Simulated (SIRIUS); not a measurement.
Set up this calculation in SIRIUS 7.12.0, as the native input.

```yaml
Task: band structure
Functional: PBE
Potentials_or_basis: all-electron FP-LAPW
Cutoff: 246 eV
Basis: apw+lo standard
k_mesh: 10 × 10 × 9
Occupations: fermi-dirac, width 0.05 eV
Spin: no spin polarisation
Muffin_tin_radii: C 1.6, W 2.65 bohr
Basis_cutoff_gk_cutoff: 4.25 1/bohr
Cutoff_of_density_and_potential_pw_cutoff: 22 1/bohr
lmax_of_the_basis: 13
lmax_of_density_and_potential: 8
Valence_relativity: iora
Core_states: C 1s, W 1s2s2p3s3p3d4s4p4d
Local_orbitals_radial_functions: C 10, W 17
Reference_energy_of_the_basis: 0.37 Ha
Coordinate_units: lattice
Smallest_sphere_radius_times_basis_cutoff: 6.8
Start_of_the_SCF: LDA density
```

WC (Qusongite):

```
W C
1.0
     3.13093    0.00000    0.00000
    -1.56547    2.71147    0.00000
     0.00000    0.00000    3.05563
W C
1 1
Direct
  0.00000 0.00000 0.00000
  0.66667 0.33333 0.50000
```

The cell isn't the ideal one: cell stretched.

One way to write it, as run:

sirius.json

```json
{
  "control": {
    "processing_unit": "cpu",
    "std_evp_solver_name": "lapack",
    "gen_evp_solver_name": "lapack",
    "verbosity": 2,
    "print_forces": true,
    "ortho_rf": true,
    "use_second_variation": true,
    "rmt_max": 3.0,
    "num_bands_to_print": 24,
    "save_wf": true
  },
  "parameters": {
    "electronic_structure_method": "full_potential_lapwlo",
    "xc_functionals": ["XC_GGA_X_PBE", "XC_GGA_C_PBE"],
    "core_relativity": "dirac",
    "valence_relativity": "iora",
    "num_fv_states": 25,
    "smearing": "fermi_dirac",
    "smearing_width": 0.0018374661,
    "pw_cutoff": 22,
    "gk_cutoff": 4.25,
    "lmax_apw": 13,
    "lmax_rho": 8,
    "lmax_pot": 8,
    "num_mag_dims": 0,
    "auto_rmt": 0,
    "ngridk": [10, 10, 9],
    "shiftk": [0, 0, 0],
    "num_dft_iter": 80,
    "energy_tol": 1e-07,
    "density_tol": 1e-05,
    "use_symmetry": true
  },
  "settings": {"tol_ne": 1e-10},
  "iterative_solver": {"type": "exact"},
  "mixer": {"type": "anderson", "beta": 0.5, "max_history": 8},
  "unit_cell": {
    "lattice_vectors": [[5.9166043979, 0.0, 0.0], [-2.9583021989, 5.1239297126, 0.0], [0.0, 0.0, 5.7743127594]],
    "atom_types": ["C", "W"],
    "atom_files": {"C": "C.json", "W": "W.json"},
    "atoms": {"C": [[0.6666666667, 0.3333333333, 0.5]], "W": [[0.0, 0.0, 0.0]]}
  }
}
```

C.json

```json
{
  "name": "carbon",
  "symbol": "C",
  "number": 6,
  "mass": 12.0107,
  "rmin": 1e-06,
  "rmt": 1.6,
  "nrmt": 800,
  "rinf": 14.98,
  "core": "1s",
  "valence": [
    {"basis": [{"enu": 0.17, "dme": 0, "n": 0, "auto": 0}, {"enu": 0.17, "dme": 1, "n": 0, "auto": 0}]},
    {"l": 0, "n": 1, "basis": [{"enu": 0.169, "dme": 0, "n": 0, "auto": 0}]},
    {"l": 1, "n": 2, "basis": [{"enu": 0.27, "dme": 0, "n": 0, "auto": 0}]},
    {"l": 2, "n": 3, "basis": [{"enu": 0.27, "dme": 0, "n": 0, "auto": 0}]},
    {"l": 3, "n": 4, "basis": [{"enu": 0.27, "dme": 0, "n": 0, "auto": 0}]}
  ],
  "lo": [
    {"l": 0, "basis": [{"enu": 0.169, "dme": 0, "n": 0, "auto": 0}, {"enu": 0.169, "dme": 1, "n": 0, "auto": 0}]},
    {"l": 0, "basis": [{"enu": 0.169, "dme": 1, "n": 0, "auto": 0}, {"enu": 0.169, "dme": 2, "n": 0, "auto": 0}]},
    {
      "l": 0,
      "basis": [{"enu": 0.169, "dme": 0, "n": 0, "auto": 0}, {"enu": 4.8565, "dme": 0, "n": 0, "auto": 0}]
    },
    {"l": 1, "basis": [{"enu": 0.27, "dme": 0, "n": 0, "auto": 0}, {"enu": 0.27, "dme": 1, "n": 0, "auto": 0}]},
    {"l": 1, "basis": [{"enu": 0.27, "dme": 1, "n": 0, "auto": 0}, {"enu": 0.27, "dme": 2, "n": 0, "auto": 0}]},
    {"l": 1, "basis": [{"enu": 0.27, "dme": 0, "n": 0, "auto": 0}, {"enu": 5.6606, "dme": 0, "n": 0, "auto": 0}]},
    {"l": 2, "basis": [{"enu": 0.27, "dme": 0, "n": 0, "auto": 0}, {"enu": 0.27, "dme": 1, "n": 0, "auto": 0}]},
    {"l": 2, "basis": [{"enu": 0.27, "dme": 1, "n": 0, "auto": 0}, {"enu": 0.27, "dme": 2, "n": 0, "auto": 0}]},
    {"l": 2, "basis": [{"enu": 0.27, "dme": 0, "n": 0, "auto": 0}, {"enu": 6.3637, "dme": 0, "n": 0, "auto": 0}]},
    {"l": 3, "basis": [{"enu": 0.27, "dme": 0, "n": 0, "auto": 0}, {"enu": 0.27, "dme": 1, "n": 0, "auto": 0}]}
  ],
  "free_atom": [... radial grid and density of the free atom, the start of the SCF ...]
}
```

W.json

```json
{
  "name": "tungsten",
  "symbol": "W",
  "number": 74,
  "mass": 183.84,
  "rmin": 1e-06,
  "rmt": 2.65,
  "nrmt": 800,
  "rinf": 14.93,
  "core": "1s2s2p3s3p3d4s4p4d",
  "valence": [
    {"basis": [{"enu": 0.17, "dme": 0, "n": 0, "auto": 0}, {"enu": 0.17, "dme": 1, "n": 0, "auto": 0}]},
    {"l": 0, "n": 1, "basis": [{"enu": 0.27, "dme": 0, "n": 0, "auto": 0}]},
    {"l": 1, "n": 2, "basis": [{"enu": 0.27, "dme": 0, "n": 0, "auto": 0}]},
    {"l": 2, "n": 3, "basis": [{"enu": 0.27, "dme": 0, "n": 0, "auto": 0}]},
    {"l": 3, "n": 4, "basis": [{"enu": 0.27, "dme": 0, "n": 0, "auto": 0}]},
    {"l": 4, "n": 5, "basis": [{"enu": 0.27, "dme": 0, "n": 0, "auto": 0}]}
  ],
  "lo": [
    {"l": 0, "basis": [{"enu": 0.27, "dme": 0, "n": 0, "auto": 0}, {"enu": 0.27, "dme": 1, "n": 0, "auto": 0}]},
    {
      "l": 0,
      "basis": [{"enu": -2.4575, "dme": 0, "n": 5, "auto": 1}, {"enu": -2.4575, "dme": 1, "n": 5, "auto": 1}]
    },
    {
      "l": 0,
      "basis": [{"enu": -2.4575, "dme": 1, "n": 5, "auto": 1}, {"enu": 0.27, "dme": 0, "n": 0, "auto": 0}]
    },
    {"l": 0, "basis": [{"enu": 0.27, "dme": 0, "n": 0, "auto": 0}, {"enu": 2.5484, "dme": 0, "n": 0, "auto": 0}]},
    {"l": 1, "basis": [{"enu": 0.27, "dme": 0, "n": 0, "auto": 0}, {"enu": 0.27, "dme": 1, "n": 0, "auto": 0}]},
    {
      "l": 1,
      "basis": [{"enu": -1.1474, "dme": 0, "n": 5, "auto": 1}, {"enu": -1.1474, "dme": 1, "n": 5, "auto": 1}]
    },
    {
      "l": 1,
      "basis": [{"enu": -1.1474, "dme": 1, "n": 5, "auto": 1}, {"enu": 0.27, "dme": 0, "n": 0, "auto": 0}]
    },
    {"l": 1, "basis": [{"enu": 0.27, "dme": 0, "n": 0, "auto": 0}, {"enu": 2.8901, "dme": 0, "n": 0, "auto": 0}]},
    {"l": 2, "basis": [{"enu": 0.27, "dme": 0, "n": 0, "auto": 0}, {"enu": 0.27, "dme": 1, "n": 0, "auto": 0}]},
    {"l": 2, "basis": [{"enu": 0.27, "dme": 1, "n": 0, "auto": 0}, {"enu": 0.27, "dme": 2, "n": 0, "auto": 0}]},
    {"l": 2, "basis": [{"enu": 0.27, "dme": 0, "n": 0, "auto": 0}, {"enu": 2.4914, "dme": 0, "n": 0, "auto": 0}]},
    {"l": 3, "basis": [{"enu": 0.27, "dme": 0, "n": 0, "auto": 0}, {"enu": 0.27, "dme": 1, "n": 0, "auto": 0}]},
    {
      "l": 3,
      "basis": [{"enu": -0.7962, "dme": 0, "n": 4, "auto": 1}, {"enu": -0.7962, "dme": 1, "n": 4, "auto": 1}]
    },
    {
      "l": 3,
      "basis": [{"enu": -0.7962, "dme": 1, "n": 4, "auto": 1}, {"enu": 0.27, "dme": 0, "n": 0, "auto": 0}]
    },
    {"l": 3, "basis": [{"enu": 0.27, "dme": 0, "n": 0, "auto": 0}, {"enu": 3.5737, "dme": 0, "n": 0, "auto": 0}]},
    {"l": 4, "basis": [{"enu": 0.27, "dme": 0, "n": 0, "auto": 0}, {"enu": 0.27, "dme": 1, "n": 0, "auto": 0}]},
    {"l": 4, "basis": [{"enu": 0.27, "dme": 0, "n": 0, "auto": 0}, {"enu": 3.0041, "dme": 0, "n": 0, "auto": 0}]}
  ],
  "free_atom": [... radial grid and density of the free atom, the start of the SCF ...]
}
```

sirius_start.json

```json
{
  "control": {
    "processing_unit": "cpu",
    "std_evp_solver_name": "lapack",
    "gen_evp_solver_name": "lapack",
    "verbosity": 1,
    "print_forces": false,
    "ortho_rf": true,
    "use_second_variation": true,
    "rmt_max": 3.0,
    "num_bands_to_print": 24,
    "save_wf": false
  },
  "parameters": {
    "electronic_structure_method": "full_potential_lapwlo",
    "xc_functionals": ["XC_LDA_X", "XC_LDA_C_PW"],
    "core_relativity": "dirac",
    "valence_relativity": "iora",
    "num_fv_states": 25,
    "smearing": "fermi_dirac",
    "smearing_width": 0.0055123983,
    "pw_cutoff": 22,
    "gk_cutoff": 3.4,
    "lmax_apw": 13,
    "lmax_rho": 8,
    "lmax_pot": 8,
    "num_mag_dims": 0,
    "auto_rmt": 0,
    "ngridk": [4, 4, 4],
    "shiftk": [0, 0, 0],
    "num_dft_iter": 30,
    "energy_tol": 0.01,
    "density_tol": 0.05,
    "use_symmetry": true
  },
  "settings": {"tol_ne": 1e-10},
  "iterative_solver": {"type": "exact"},
  "mixer": {"type": "anderson", "beta": 0.5, "max_history": 8},
  "unit_cell": {
    "lattice_vectors": [[5.9166043979, 0.0, 0.0], [-2.9583021989, 5.1239297126, 0.0], [0.0, 0.0, 5.7743127594]],
    "atom_types": ["C", "W"],
    "atom_files": {"C": "C.json", "W": "W.json"},
    "atoms": {"C": [[0.6666666667, 0.3333333333, 0.5]], "W": [[0.0, 0.0, 0.0]]}
  }
}
```

sirius_bands.json

```json
{
  "control": {
    "processing_unit": "cpu",
    "std_evp_solver_name": "lapack",
    "gen_evp_solver_name": "lapack",
    "verbosity": 2,
    "print_forces": true,
    "ortho_rf": true,
    "use_second_variation": true,
    "rmt_max": 3.0,
    "num_bands_to_print": 24,
    "save_wf": true
  },
  "parameters": {
    "electronic_structure_method": "full_potential_lapwlo",
    "xc_functionals": ["XC_GGA_X_PBE", "XC_GGA_C_PBE"],
    "core_relativity": "dirac",
    "valence_relativity": "iora",
    "num_fv_states": 25,
    "smearing": "fermi_dirac",
    "smearing_width": 0.0018374661,
    "pw_cutoff": 22,
    "gk_cutoff": 4.25,
    "lmax_apw": 13,
    "lmax_rho": 8,
    "lmax_pot": 8,
    "num_mag_dims": 0,
    "auto_rmt": 0,
    "ngridk": [10, 10, 9],
    "shiftk": [0, 0, 0],
    "num_dft_iter": 80,
    "energy_tol": 1e-07,
    "density_tol": 1e-05,
    "use_symmetry": true
  },
  "settings": {"tol_ne": 1e-10},
  "iterative_solver": {"type": "exact"},
  "mixer": {"type": "anderson", "beta": 0.5, "max_history": 8},
  "unit_cell": {
    "lattice_vectors": [[5.9166043979, 0.0, 0.0], [-2.9583021989, 5.1239297126, 0.0], [0.0, 0.0, 5.7743127594]],
    "atom_types": ["C", "W"],
    "atom_files": {"C": "C.json", "W": "W.json"},
    "atoms": {"C": [[0.6666666667, 0.3333333333, 0.5]], "W": [[0.0, 0.0, 0.0]]}
  },
  "kpoints_rel": {
    "G": [0.0, 0.0, 0.0],
    "A": [0.0, 0.0, 0.5],
    "H": [0.3333333333, 0.3333333333, 0.5],
    "K": [0.3333333333, 0.3333333333, 0.0],
    "L": [0.5, 0.0, 0.5],
    "M": [0.5, 0.0, 0.0]
  },
  "kpoints_path": ["G", "M", "K", "G", "A", "L", "H", "A"]
}
```

Potentials or basis: all-electron FP-LAPW, apw+lo standard.

Command:

```sh
$ OMP_NUM_THREADS=1 sirius.scf --input=sirius_start.json --output=start.json
$ OMP_NUM_THREADS=1 sirius.scf --input=sirius.json --output=output.json --task=1
$ OMP_NUM_THREADS=1 sirius.scf --input=sirius_bands.json --output=bands_out.json --task=2
```

It gave:

- Band gap along the path: none (metal or under the smearing width)
- All electrons inside the program's atomic spheres: W 72.26; C 4.54 (radii C 1.6, W 2.65 bohr)

Caveat: spin-orbit coupling is left out, which moves the levels of the heavy elements.

Wall time 2.5 min on 1 thread of Arm Neoverse V1, on a shared host, peak memory 0.71 GiB.
